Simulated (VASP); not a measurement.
# InP (F-43m) in VASP: further runs

Aim: see how the results for InP move with the level of theory and the settings. Levels: PBE, LDA. Tasks: band structure.

All numbers are computed with VASP 6.6.1; they aren't measurements. Logs are shortened: lines on timing, memory, paths and dates and some standing lists are left out, and cuts for length are marked.

## (1) The crystal as given

Symmetry: F-43m, No. 216, cubic system. The conventional cell has a = 5.861 Å, b = 5.861 Å, c = 5.861 Å, α = 90.00°, β = 90.00°, γ = 90.00°. In (site symmetry -43m) is surrounded by 4 P at 2.54 Å. P (site symmetry -43m) has 4 In at 2.54 Å as nearest neighbours.

## (2) Band structure, PBE, spin-orbit coupling, no magnetisation

The input, INCAR:

```
PREC = Accurate
ENCUT = 520
EDIFF = 1E-7
ISMEAR = 0
SIGMA = 0.02
LREAL = F
LASPH = T
NELM = 100
ALGO = Normal
ISIF = 2
LWAVE = F
LCHARG = F
MAGMOM = 0 0 0 0 0 0
LORBIT = 11
LSORBIT = T
GGA_COMPAT = F
GGA = PE
NBANDS = 30
KPAR = 2
```

The input, KPOINTS:

```
Automatic mesh
0
Gamma
  6 6 6
```

The input, POSCAR:

```
InP
1.0
    0.0000000000      2.9305000000      2.9305000000
    2.9305000000      0.0000000000      2.9305000000
    2.9305000000      2.9305000000      0.0000000000
In P
1 1
Direct
    0.0000000000      0.0000000000      0.0000000000
    0.7500000000      0.7500000000      0.7500000000
```

The input, KPOINTS_OPT:

```
path GXWKGLUWLK,UX
20
line-mode
reciprocal
 0.0000000000  0.0000000000  0.0000000000  G
 0.5000000000  0.0000000000  0.5000000000  X

 0.5000000000  0.0000000000  0.5000000000  X
 0.5000000000  0.2500000000  0.7500000000  W

 0.5000000000  0.2500000000  0.7500000000  W
 0.3750000000  0.3750000000  0.7500000000  K

 0.3750000000  0.3750000000  0.7500000000  K
 0.0000000000  0.0000000000  0.0000000000  G

 0.0000000000  0.0000000000  0.0000000000  G
 0.5000000000  0.5000000000  0.5000000000  L

 0.5000000000  0.5000000000  0.5000000000  L
 0.6250000000  0.2500000000  0.6250000000  U

 0.6250000000  0.2500000000  0.6250000000  U
 0.5000000000  0.2500000000  0.7500000000  W

 0.5000000000  0.2500000000  0.7500000000  W
 0.5000000000  0.5000000000  0.5000000000  L

 0.5000000000  0.5000000000  0.5000000000  L
 0.3750000000  0.3750000000  0.7500000000  K

 0.6250000000  0.2500000000  0.6250000000  U
 0.5000000000  0.0000000000  0.5000000000  X
```

Potentials or basis: VASP PAW PBE potentials, release 64 (In_d, P).

Started as:

```
cat potpaw_PBE.64/In_d/POTCAR potpaw_PBE.64/P/POTCAR > POTCAR
mpirun -np 2 vasp_ncl > vasp.out
```

OUTCAR:

```text
PREC = Accurate
   ENCUT = 520
   EDIFF = 1E-7
   ISMEAR = 0
   LREAL = F
   LASPH = T
   NELM = 100
   ISIF = 2
   LORBIT = 11
   LSORBIT = T
   GGA = PE

 ion  position               nearest neighbor table
   1  0.000  0.000  0.000-   2 2.54   2 2.54   2 2.54   2 2.54
   2  0.750  0.750  0.750-   1 2.54   1 2.54   1 2.54   1 2.54

  LATTYP: Found a face centered cubic cell.
 ALAT       =     5.8610000000

  Lattice vectors:

 A1 = (   0.0000000000,   2.9305000000,   2.9305000000)
 A2 = (   2.9305000000,   0.0000000000,   2.9305000000)
 A3 = (   2.9305000000,   2.9305000000,   0.0000000000)

Analysis of symmetry for initial positions (statically):
=====================================================================
 Subroutine PRICEL returns:
 Original cell was already a primitive cell.

 Routine SETGRP: Setting up the symmetry group for a
 face centered cubic supercell.

 Subroutine GETGRP returns: Found 24 space group operations
 (whereof 24 operations were pure point group operations)
 out of a pool of 48 trial point group operations.

The static configuration has the point symmetry T_d .

Analysis of symmetry for dynamics (positions and initial velocities):
=====================================================================
 Subroutine PRICEL returns:
 Original cell was already a primitive cell.

 Routine SETGRP: Setting up the symmetry group for a
 face centered cubic supercell.

 Subroutine GETGRP returns: Found 24 space group operations
 (whereof 24 operations were pure point group operations)
 out of a pool of 48 trial point group operations.

The dynamic configuration has the point symmetry T_d .

Analysis of structural, dynamic, and magnetic symmetry:
=====================================================================
 Subroutine PRICEL returns:
 Original cell was already a primitive cell.

 Routine SETGRP: Setting up the symmetry group for a
 face centered cubic supercell.

 Subroutine GETGRP returns: Found 24 space group operations
 (whereof 24 operations were pure point group operations)
 out of a pool of 48 trial point group operations.

The overall configuration has the point symmetry T_d .

 Subroutine INISYM returns: Found 24 space group operations
 (whereof 24 operations are pure point group operations),
 and found     1 'primitive' translations

----------------------------------------------------------------------------------------

                                     Primitive cell

  volume of cell :      50.3333

  direct lattice vectors                    reciprocal lattice vectors
     0.000000000  2.930500000  2.930500000    -0.170619348  0.170619348  0.170619348
     2.930500000  0.000000000  2.930500000     0.170619348 -0.170619348  0.170619348
     2.930500000  2.930500000  0.000000000     0.170619348  0.170619348 -0.170619348

  length of vectors
     4.144352845  4.144352845  4.144352845     0.295521380  0.295521380  0.295521380

  position of ions in fractional coordinates (direct lattice)
     0.000000000  0.000000000  0.000000000
     0.750000000  0.750000000  0.750000000

  ion indices of the primitive-cell ions
   primitive index   ion index
                 1           1
                 2           2

----------------------------------------------------------------------------------------

 KPOINTS: Automatic mesh

Automatic generation of k-mesh.
 Grid dimensions read from file:
 generate k-points for:    6    6    6

 Generating k-lattice:

[... 70 lines left out ...]
   NUPDOWN=      -1.0000    fix difference up-down
   EMIN   =  10.00;   EMAX   =-10.00  energy-range for DOS
   EFERMI =   0.00;   METHOD = LEGACY
   ISMEAR =     0;   SIGMA  =   0.02  broadening in eV -4-tet -1-fermi 0-gaus
   EFERMI_NEDOS =   21; number of points for ismear=-14 and -15
   IALGO  =     38    algorithm
   IMIX   =      4    mixing-type and parameters
     AMIX     =   0.40;   BMIX     =  1.00
     AMIX_MAG =   1.60;   BMIX_MAG =  1.00
  volume/ion in A,a.u.               =      25.17       169.83
  Fermi-wavevector in a.u.,A,eV,Ry     =   1.162021  2.195901 18.371846  1.350293
  Thomas-Fermi vector in A             =   2.298587
   LORBIT       =     11    0 simple, 1 ext, 2 COOP (PROOUT), +10 PAW based schemes
   GGA     = PE    functional components
   LHFCALC =     F    Hartree Fock is set to
   AEXX    =    0.0000 exact exchange contribution
   IVDW    =     0    specifies the selected vdW correction
   LEPSILON=     F    determine dielectric tensor
   LRPA    =     F    only Hartree local field effects (RPA)
 Gauss-broadening in eV      SIGMA  =   0.02
  energy-cutoff  :      520.00
  volume of cell :       50.33
 maximum number of plane-waves:      2760
   NGX = 15   NGY = 15   NGZ = 15

 number of electron      18.0000005 magnetization      -0.0000000      0.0000000      0.0000000

 number of electron      18.0000005 magnetization       0.0000000      0.0000000      0.0000000

 number of electron      18.0000005 magnetization      -0.0000000     -0.0000000     -0.0000000

 Free energy of the ion-electron system (eV)
  ---------------------------------------------------
  ext. energy  EPLUGINS =         0.00000000
  ---------------------------------------------------
  free energy    TOTEN  =        -8.40624145 eV

  energy without entropy =       -8.40624145  energy(sigma->0) =       -8.40624145

 E-fermi :   5.3205     XC(G=0):  -9.2801

 val. band max:        5.2239142111   @ k =   0.0000   0.0000   0.0000
 cond. band min:       5.9050202015   @ k =   0.0000   0.0000   0.0000
 fundamental gap:      0.6811059904
 Fermi energy:         5.3205490349

 k-point     1 :       0.0000    0.0000    0.0000
  band No.  band energies     occupation
      1      -9.4468      1.00000
      2      -9.4468      1.00000
      3      -9.4468      1.00000
      4      -9.4468      1.00000
      5      -8.6664      1.00000
      6      -8.6664      1.00000
[... 715 lines left out ...]
     29      16.4064      0.00000
     30      16.4976      0.00000

------------------------ aborting loop because EDIFF is reached ----------------------------------------

  FORCE on cell =-STRESS in cart. coord.  units (eV):
  Direction    XX          YY          ZZ          XY          YZ          ZX
  --------------------------------------------------------------------------------------
  -------------------------------------------------------------------------------------
  Total        1.0162785      1.0162785      1.0162785      0.0000000      0.0000000     -0.0000000
  in kB       32.3495429     32.3495429     32.3495429      0.0000000      0.0000000     -0.0000000
  external PRESSURE =      32.3495429 kB  Pullay stress =       0.0000000 kB

 VOLUME and BASIS-vectors are now :
 -----------------------------------------------------------------------------
  energy-cutoff  :      520.00
  volume of cell :       50.33
      direct lattice vectors                 reciprocal lattice vectors
     0.000000000  2.930500000  2.930500000    -0.170619348  0.170619348  0.170619348
     2.930500000  0.000000000  2.930500000     0.170619348 -0.170619348  0.170619348
     2.930500000  2.930500000  0.000000000     0.170619348  0.170619348 -0.170619348

 POSITION                                       TOTAL-FORCE (eV/Angst)
 -----------------------------------------------------------------------------------
      0.00000      0.00000      0.00000         0.000000      0.000000      0.000000
      4.39575      4.39575      4.39575        -0.000000     -0.000000     -0.000000
 -----------------------------------------------------------------------------------
    total drift:                               -0.000000     -0.000000     -0.000000

  FREE ENERGIE OF THE ION-ELECTRON SYSTEM (eV)
  ---------------------------------------------------
  free  energy   TOTEN  =        -8.4062414457 eV

  energy  without entropy=       -8.4062414457  energy(sigma->0) =       -8.40624145

 Spin-Orbit-Coupling matrix elements

 Ion:    1  E_soc:     -0.0716901
 l=   1
     0.0000000    -0.0054446    -0.0054446
    -0.0054446     0.0000000    -0.0054446
    -0.0054446    -0.0054446     0.0000000
 l=   2
     0.0000000    -0.0013336     0.0000000    -0.0013336    -0.0051701
    -0.0013336     0.0000000    -0.0038776    -0.0013336    -0.0012925
     0.0000000    -0.0038776     0.0000000    -0.0038776     0.0000000
    -0.0013336    -0.0013336    -0.0038776     0.0000000    -0.0012925
    -0.0051701    -0.0012925     0.0000000    -0.0012925     0.0000000
 l=   3
     0.0000000     0.0000000     0.0000000     0.0000000     0.0000000     0.0000000     0.0000000
     0.0000000     0.0000000     0.0000000     0.0000000     0.0000000     0.0000000     0.0000000
     0.0000000     0.0000000     0.0000000     0.0000000     0.0000000     0.0000000     0.0000000
     0.0000000     0.0000000     0.0000000     0.0000000     0.0000000     0.0000000     0.0000000
     0.0000000     0.0000000     0.0000000     0.0000000     0.0000000     0.0000000     0.0000000
     0.0000000     0.0000000     0.0000000     0.0000000     0.0000000     0.0000000     0.0000000
     0.0000000     0.0000000     0.0000000     0.0000000     0.0000000     0.0000000     0.0000000

 Ion:    2  E_soc:     -0.0010873
 l=   1
     0.0000000    -0.0001812    -0.0001812
    -0.0001812     0.0000000    -0.0001812
    -0.0001812    -0.0001812     0.0000000
 l=   2
     0.0000000     0.0000000     0.0000000     0.0000000     0.0000000
     0.0000000     0.0000000     0.0000000     0.0000000     0.0000000
     0.0000000     0.0000000     0.0000000     0.0000000     0.0000000
     0.0000000     0.0000000     0.0000000     0.0000000     0.0000000
     0.0000000     0.0000000     0.0000000     0.0000000     0.0000000
 l=   3
     0.0000000     0.0000000     0.0000000     0.0000000     0.0000000     0.0000000     0.0000000
     0.0000000     0.0000000     0.0000000     0.0000000     0.0000000     0.0000000     0.0000000
     0.0000000     0.0000000     0.0000000     0.0000000     0.0000000     0.0000000     0.0000000
     0.0000000     0.0000000     0.0000000     0.0000000     0.0000000     0.0000000     0.0000000
     0.0000000     0.0000000     0.0000000     0.0000000     0.0000000     0.0000000     0.0000000
     0.0000000     0.0000000     0.0000000     0.0000000     0.0000000     0.0000000     0.0000000
     0.0000000     0.0000000     0.0000000     0.0000000     0.0000000     0.0000000     0.0000000

 total charge

# of ion       s       p       d       tot
------------------------------------------
    1        0.825   0.770   9.901  11.496
    2        1.028   1.500   0.000   2.528
--------------------------------------------------
tot          1.854   2.270   9.901  14.025

 magnetization (x)

# of ion       s       p       d       tot
------------------------------------------
    1        0.000   0.000   0.000   0.000
    2       -0.000   0.000   0.000   0.000
--------------------------------------------------
tot         -0.000   0.000   0.000   0.000

 magnetization (y)

# of ion       s       p       d       tot
------------------------------------------
    1        0.000  -0.000   0.000  -0.000
    2        0.000   0.000   0.000   0.000
--------------------------------------------------
tot          0.000   0.000   0.000   0.000

 magnetization (z)

# of ion       s       p       d       tot
------------------------------------------
    1        0.000  -0.000  -0.000  -0.000
    2        0.000   0.000   0.000   0.000
--------------------------------------------------
tot          0.000   0.000  -0.000   0.000
```

Wall time 2.7 min (2 MPI ranks of Intel Xeon 6975P-C (Granite Rapids), shared host); peak memory 0.32 GiB.

Results:

```yaml
Free_energy: -8.4062 eV
Pressure: 3.2 GPa
Valence_electrons_inside_the_program's_atomic_spheres: In 11.50; P 2.53
```

## (3) Band structure, LDA, spin-orbit coupling, no magnetisation

INCAR, as its differences from that of step 2:

```diff
@@ -16,3 +16,3 @@
 GGA_COMPAT = F
-GGA = PE
+GGA = CA
 NBANDS = 30
```

KPOINTS is that of step 2.

POSCAR is that of step 2.

KPOINTS_OPT is that of step 2.

Potentials or basis: VASP PAW LDA potentials, release 64 (In_d, P).

Started as:

```
cat potpaw_LDA.64/In_d/POTCAR potpaw_LDA.64/P/POTCAR > POTCAR
mpirun -np 2 vasp_ncl > vasp.out
```

Run time: 2.2 min. Hardware: 2 MPI ranks of Intel Xeon 6975P-C (Granite Rapids), shared host; peak memory 0.28 GiB.

It converged, with:

```yaml
Free_energy: -9.6949 eV
Pressure: -1.2 GPa
Valence_electrons_inside_the_program's_atomic_spheres: In 11.53; P 2.52
```
